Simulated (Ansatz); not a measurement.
# Te: compression at zero temperature

How does Te compress? Cell and atoms are relaxed at 6 pressures between -3 and 60 GPa.

Computed with Ansatz 0.2.0 (DFT PBE, scalar-relativistic, plane waves, PAW, unless a step's input says otherwise).

## (1) The system as given

Symmetry: P3_121, No. 152, trigonal system. Conventional cell: a = 4.458 Å, b = 4.458 Å, c = 5.925 Å, α = 90.00°, β = 90.00°, γ = 120.00°. Te (site symmetry 2) has 2 Te at 2.79 Å in its first shell of neighbours.

Coordinates:

```
CELL_PARAMETERS angstrom
4.45800 0.00000 0.00000
-2.22900 3.86074 0.00000
0.00000 0.00000 5.92500
ATOMIC_POSITIONS crystal
Te 0.74500 0.00000 0.33333
Te 0.00000 0.74500 0.66667
Te 0.25500 0.25500 0.00000
```

Source of the structure: the Crystallography Open Database.

(A quick probe on a coarse mesh, which set the mesh and smearing, is not shown.)

## (3) Rough relaxation on the coarse mesh

input.yaml

```yaml
crystal:
  lattice:
    - [4.4579994587, 0.0, 0.0]
    - [-2.2289997294, 3.8607407813, 0.0]
    - [0.0, 0.0, 5.925]
  atoms:
    - { symbol: Te, position: [0.745, 0.0, 0.3333333333] }
    - { symbol: Te, position: [0.0, 0.745, 0.6666666667] }
    - { symbol: Te, position: [0.255, 0.255, 0.0] }
basis:
  ecutwfc: 420
kpoints:
  mp_grid: { grid: [6, 6, 4] }
hamiltonian:
  xc: pbe
scf:
  occupations: { method: gaussian, width: 0.1 }
output:
  forces: true
  stress: true
  eigenvalues: true
relax:
  adjacent_minimum: "off"
  f_tol: 0.05
  max_steps: 80
  cell: { stress_tol: 0.5 }
```

The run is started by

```bash
> ansatz run input.yaml --threads 1 --pin off --max-ram 2560MiB --backend cpu --events-out ev --progress --plain --runs-dir out
```

Further runs follow: relaxing cell and atoms; band edges over the zone; target pressure -3 GPa; relaxing at 3 GPa; 8 GPa; relaxing at 15 GPa; relaxing at 30 GPa; 60 GPa.

What does the calculation give? Wanted: relaxed cell; volume; bulk modulus B0; B0'.

The runs gave:

| quantity | value |
| --- | --- |
| relaxed cell | a = 4.523 Å, b = 4.523 Å, c = 5.955 Å, α = 90.00°, β = 90.00°, γ = 120.00° |
| space group (0.01 Å) | P3_121 (No. 152) |
| volume | 35.16 Å³/atom |
| volume at 60 GPa | 18.63 Å³/atom, V/V0 = 0.530 |
| bulk modulus B0 (third-order Birch-Murnaghan) | 22 GPa |
| B0' | 4.4 |
| gap at 0 and 60 GPa | 0.21 eV; none (metal) |

What this shows: The cell grew by 3.4 % in volume on relaxing. PBE usually gives cells somewhat too large. Up to 60 GPa the volume falls by 47.0 %. The points follow one equation of state, B0 = 22 GPa. The cell gives way unevenly: a -34.2 %, b -34.2 %, c +22.5 %. The gap closes between 3 and 8 GPa; that is the Kohn-Sham gap on the mesh, and since semilocal gaps are small it probably closes too early. The symmetry of the start is kept, so a transition to another structure would not show. These runs have no spin-orbit coupling; with Te it would split and shift bands.

Real Te has a narrow gap, which semilocal functionals close or nearly close; near the undistorted cell a metallic reading is the functional's, not the solid's.
